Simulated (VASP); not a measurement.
Set up this calculation in VASP 6.6.1, as an ASE script.

```
Task                   : single point
Functional             : PBEsol
Potentials or basis    : VASP PAW PBE potentials, release 64 (Os_pv)
Cutoff                 : 520 eV
k mesh                 : 12 × 12 × 12
Occupations            : gaussian, width 0.02 eV
Spin                   : no spin polarisation
Further INCAR settings : ALGO = Fast; EDIFF = 1.00e-06; NBANDS = 13
```

The structure of Os lies in POSCAR:

```
Os
1.0
    0.0000000000      1.9450000000      1.9450000000
    1.9450000000      0.0000000000      1.9450000000
    1.9450000000      1.9450000000      0.0000000000
Os
1
Direct
    0.0000000000      0.0000000000      0.0000000000
```

This isn't the form of Os at room conditions, which is hcp.

These files were run (other wordings do the same):

run.py

```python
from ase.calculators.vasp import Vasp
from ase.dft.bandgap import bandgap
from ase.io import read

atoms = read('POSCAR')
calc = Vasp(
    directory='calc',
    xc='pbesol',
    pp='PBE',
    setups='materialsproject',
    prec='Accurate',
    encut=520,
    ediff=1e-06,
    ismear=0,
    sigma=0.02,
    lreal=False,
    lasph=True,
    nelm=100,
    algo='Fast',
    isif=2,
    lwave=False,
    lcharg=False,
    kpts=[12, 12, 12],
    gamma=True,
    nbands=13,
)
atoms.calc = calc

print('energy (eV):', atoms.get_potential_energy())
print('free energy (eV):', atoms.get_potential_energy(force_consistent=True))
print('forces (eV/A):')
print(atoms.get_forces())
print('stress (eV/A^3, Voigt):', atoms.get_stress())
print('Fermi level (eV):', calc.get_fermi_level())
gap, top, bottom = bandgap(calc)
print('band gap (eV):', gap, 'from (spin, k, band)', top, 'to', bottom)
```

Potentials or basis: VASP PAW PBE potentials, release 64 (Os_pv).

The run is started by

```sh
$ python run.py
```

It gave:

```json
{
 "Pressure": "-19.3 GPa",
 "Band gap on the k mesh": "none (metal or under the smearing width)"
}
```

Caveat: so large a pressure means that the cell lies far from this level's equilibrium, or that cutoff or potentials fall short; the potentials were made for another functional, which shifts forces and pressure.

Wall time 15 s on 1 thread of Intel(R) Xeon(R) Platinum 8559C (Emerald Rapids), on a shared host, peak memory 0.12 GiB.
